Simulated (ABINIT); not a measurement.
A run of ABINIT 10.8.3 (patched build) is set up as follows.

The input run.abi:

```
# Pseudopotentials
pp_dirpath "./"
pseudos "Cu.GGA_PBE-JTH.xml, O.GGA_PBE-JTH.xml"

# Structure
acell 3*1.0 Angstrom
rprim
     2.3446497600    -1.7133998200     0.0000000000
     2.3446497600     1.7133998200     0.0000000000
    -0.8605499100     0.0000000000     5.0594394800
ntypat 2
znucl 29 8
natom 4
typat 1 1 2 2
xred
     0.0032000000     0.4968000000     0.0000000000
     0.4968000000     0.0032000000     0.5000000000
     0.5714000000     0.4056000000     0.2537000000
     0.4056000000     0.5714000000     0.7537000000
chkprim 0
chksymtnons 0
tolsym 1.0e-6

# Plane-wave basis
ecut 707.496042 eV
pawecutdg 48.0
pawxcdev 0

# k points
kptopt 1
ngkpt 10 10 5
nshiftk 1
shiftk 0.0 0.0 0.0

# Exchange and correlation
ixc 11

# Bands and occupations
nband 30
occopt 3
tsmear 0.05 eV

# SCF cycle
nstep 100
tolvrs 1.0e-9

# Output
iomode 3
prtwf 0
prtden 0
prteig 0
prtebands 0
enunit 2
```

Potentials or basis: JTH PAW PBE v2.0.

Command:

```sh
$ mpirun --bind-to none -np 4 abinit run.abi > log 2>&1
```

**Question.** What does it give for the pressure?

**Answer.** 5.5 GPa.

**Question.** Estimate the band gap on the k mesh.

**Answer.** None (metal or under the smearing width).

**Question.** Predict the largest force.

**Answer.** 0.773 eV/Å.

Stress tensor (GPa, compression positive):
```
 5.32  0.00 -1.78
 0.00  6.38  0.00
-1.78  0.00  4.80
```

Caveat: the run has no spin polarisation, though such a crystal can be magnetic; semilocal functionals often make such compounds metallic where correlation or magnetic order opens a gap, which also shifts bond lengths. With open d or f shells a metallic result of PBE can be an artefact of self-interaction; +U or a hybrid may open a gap.
